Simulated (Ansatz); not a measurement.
TiAl3: changing the strain (εzz = s)

```
Ti Al
1.0
     3.95567    0.00000    0.00000
     0.00000    3.95567    0.00000
     0.00000    0.00000    3.95567
Ti Al
1 3
Direct
  0.00000 0.00000 0.00000
  0.00000 0.50000 0.50000
  0.50000 0.00000 0.50000
  0.50000 0.50000 0.00000
```

The cell comes from a database or a generator and needn't be the stable form of this composition.

Kept alike: task single point; functional PBEsol; k mesh 6 × 6 × 6; occupations fermi-dirac, width 0.05 eV; no spin polarisation. Program: Ansatz, Ansatz PAW, cutoff 420 eV. The mesh is that of the run's cell of 4 atoms. No spin-orbit coupling.

```csv
s,free energy over the lowest row (meV/atom)
-0.04,15.00
-0.02,3.03
-0.01,0.47
0,0.00
0.01,1.49
0.02,4.84
0.04,16.73
```

The cell shown is the unstrained one; x, y and z are its Cartesian axes; atoms keep their fractions. For a metal such a mesh leaves the last digits unconverged. All rows use potentials made for PBE.

The free energy is lowest at 0, and 16.73 meV an atom higher at 0.04.
